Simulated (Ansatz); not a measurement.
# Hf: the cost of one run

Method: DFT PBE, scalar-relativistic, in Ansatz 0.2.0.

## (1) The starting structure

It takes space group Im-3m (No. 229, cubic). Conventional cell: a = 3.610 Å, b = 3.610 Å, c = 3.610 Å, α = 90.00°, β = 90.00°, γ = 90.00°. Hf (site symmetry m-3m) is surrounded by 8 Hf at 3.13 Å.

As a file:

```cif
data_structure
_symmetry_space_group_name_H-M 'Im-3m'
_symmetry_Int_Tables_number 229
_cell_length_a 3.6100
_cell_length_b 3.6100
_cell_length_c 3.6100
_cell_angle_alpha 90.000
_cell_angle_beta 90.000
_cell_angle_gamma 90.000
_cell_volume 47.05
loop_
_atom_site_label
_atom_site_type_symbol
_atom_site_symmetry_multiplicity
_atom_site_Wyckoff_symbol
_atom_site_fract_x
_atom_site_fract_y
_atom_site_fract_z
_atom_site_occupancy
Hf1 Hf 2 a 0.00000 0.00000 0.00000 1
```

The file gives the conventional cell by its symmetry; the runs use the cell typed in the input.

## (2) After the deformation

Space group Im-3m before, R-3m after.

## (3) Full-potential LAPW

The input, input.yaml:

```yaml
crystal:
  lattice:
    - [-1.82305, 1.805, 1.805]
    - [1.805, -1.82305, 1.805]
    - [1.805, 1.805, -1.82305]
  atoms:
    - { symbol: Hf, position: [0.0, 0.0, 0.0] }
kpoints:
  mp_grid: { grid: [14, 14, 14] }
  band_path:
    path:
      - [0.0, 0.0, 0.0]
      - [0.0, 0.0, 0.5]
      - [-0.5, 0.5, 0.5]
      - [-0.7524689983, 0.2475310017, 0.2475310017]
      - [0.2475310017, 0.2475310017, 0.2475310017]
      - [0.0, 0.0, 0.0]
      - [-0.5, 0.0, 0.5]
    npoints: 5
scf:
  occupations: { method: fermi_dirac, width: 0.05 }
hamiltonian:
  xc: pbe
  pseudopotentials: { kind: all_electron, lapw: { basis_error: 0.0005 } }
output:
  forces: true
  stress: true
  eigenvalues: true
```

Started as:

```sh
> ansatz run input.yaml --threads 1 --pin off --max-ram 3072MiB --backend cpu --events-out ev --progress --plain --runs-dir out
```

**Question.** How long does this run take on 1 thread of Arm Neoverse V1, shared host, and how much memory does it need?

About 38 s, with a peak of 0.52 GiB.
